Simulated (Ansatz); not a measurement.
**NiO2 in Ansatz: the effect of functional**

The system is NiO2.

```
Ni O
1.0
     1.39272    0.80409    6.92749
    -1.39272    0.80409    6.92749
     0.00000   -1.60817    6.92749
Ni O
1 2
Direct
  0.00000 0.00000 0.00000
  0.37879 0.37879 0.37879
  0.62121 0.62121 0.62121
```

The cell comes from a database or a generator and needn't be the stable form of this composition.

The cell isn't the ideal one: volume scaled by 0.98.

Alike in all runs:

- Program: Ansatz 0.2.0
- Task: single point
- Potentials or basis: Ansatz PAW
- k mesh: 11 × 11 × 11
- Occupations: fermi-dirac, width 0.05 eV
- Spin: collinear spin, ferromagnetic start
- Starting moments: [1.0, 0.0, 0.0] μB

```tsv
functional	cutoff	gap on the mesh (eV)	pressure (GPa)	largest force (eV/Å)
LDA	420 eV (not typed: the program's choice for these potentials)	1.23	-5.6	0.72
PBEsol	420 eV (not typed: the program's choice for these potentials)	?	?	?
r2SCAN	500 eV (not typed: the program's choice for these potentials)	1.81	-1.8	0.19
```

Task: What does the run with functional PBEsol give?

Result: gap on the mesh 1.29 eV; pressure -1.3 GPa; largest force 0.23 eV/Å.

Caveats: odd divisions of the mesh miss points on the zone boundary, where band edges often lie, so the gap on the mesh can be too wide; the PAW data sets come from PBE, with cores solved anew for the run's functional, which leaves a small shift of forces and pressure; the starting moments weren't kept; the magnetic or orbital state may not be the lowest (some runs).

A k mesh can miss the band edges.
